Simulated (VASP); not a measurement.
# SiC in VASP: how settings move the PBE single point

The PBE single point of SiC (wurtzite) is repeated with altered inputs. Which of them can be trusted?

Program: VASP 6.6.1. PAW datasets, plane waves. (Simulation; spin polarisation is off.)

## (1) The system as given

The cell comes from an earlier relaxation with r2SCAN in another program.

Space group P6_3mc (No. 186), hexagonal; a = 3.075 Å, c = 5.048 Å in the conventional setting, 10.34 Å³ an atom. Around Si lie 4 C at 1.88–1.90 Å; around C lie 4 Si at 1.88–1.90 Å.

Coordinates:

```xyz
4
Lattice="3.0754 0.0000 0.0000 -1.5377 2.6633 0.0000 0.0000 0.0000 5.0481" Properties=species:S:1:pos:R:3 pbc="T T T"
Si    0.0000    1.7756   -0.0021
Si    1.5377    0.8878    2.5220
C     0.0000    1.7756    1.8951
C     1.5377    0.8878    4.4192
```

## (2) The reference run

Input file INCAR:

```
ENCUT = 520.000000
SIGMA = 0.020000
EDIFF = 1.00e-07
GGA = PE
PREC = Accurate
IBRION = -1
ISIF = 2
ISMEAR = -1
NBANDS = 16
NELM = 120
NSW = 0
LASPH = .TRUE.
LCHARG = .TRUE.
LELF = .TRUE.
LWAVE = .FALSE.
LREAL = .FALSE.
```

Input file KPOINTS:

```
KPOINTS created by Atomic Simulation Environment
0
Gamma
12 12 6
0 0 0
```

Input file POSCAR:

```
Si C
 1.0000000000000000
     3.0753562450928453    0.0000000000287138   -0.0000000000000000
    -1.5376781225712892    2.6633366339231692    0.0000000000000000
    -0.0000000000000000    0.0000000000000000    5.0481081013589391
 Si  C
   2   2
Cartesian
 -0.0000000000165778  1.7755577559583506 -0.0020616743711291
  1.5376781225381340  0.8877788779935323  2.5219923763083409
 -0.0000000000165778  1.7755577559583506  1.8951022123807313
  1.5376781225381340  0.8877788779935323  4.4191562630602013
```

A file KPOINTS_OPT adds named points for the levels; it doesn't enter the self-consistent loop.

Potentials: the recommended PBE PAW datasets, 16 valence electrons.

On the command line:

```sh
$ mpirun -np 1 vasp_std
```

## (3) Variant 1

Input file INCAR:

```
ENCUT = 520.000000
SIGMA = 0.020000
PREC = Accurate
IBRION = -1
ISIF = 2
ISMEAR = -1
NBANDS = 16
NSW = 0
LASPH = .TRUE.
LCHARG = .FALSE.
LWAVE = .FALSE.
LREAL = .FALSE.
NELMIN = 8
EDIFF = 0.001
GGA = PS
NELM = 77
```

KPOINTS is that of step 2.

POSCAR is that of step 2.

## (4) Variant 2

Edit INCAR of step 2 so:

```diff
@@ -9,8 +9,7 @@
 NBANDS = 16
-NELM = 120
 NSW = 0
 LASPH = .TRUE.
-LCHARG = .TRUE.
-LELF = .TRUE.
+LCHARG = .FALSE.
 LWAVE = .FALSE.
 LREAL = .FALSE.
+NELM = 97
```

Input file KPOINTS:

```
KPOINTS created by Atomic Simulation Environment
0
Monkhorst-Pack
12 12 6
0 0 0
```

POSCAR is that of step 2.

Before running it: what results should come out? Wanted: for each run, changed; ending; energy change; pressure; electronic steps; usable.

**Answer**, as computed:

| run | changed | ending | energy change (meV/atom) | pressure (GPa) | gap on the mesh (eV; negative: overlap) | electronic steps | time | usable |
| --- | --- | --- | --- | --- | --- | --- | --- | --- |
| ref. | – | converged | 0 | 3.5 | 2.27 | 14 | 16 s | yes |
| 1 | NELMIN = 8, EDIFF = 0.001, GGA = PS, NELM = 77 | converged | – | 0.4 | 2.11 | 10 | 11 s | no |
| 2 | NELM = 97, shifted mesh | converged | 0.0 | 3.5 | 2.55 | 14 | 24 s | yes |

**Reading.** Of 2 altered inputs, 1 ended normally on a faulty or unsound input, 1 gave usable results.
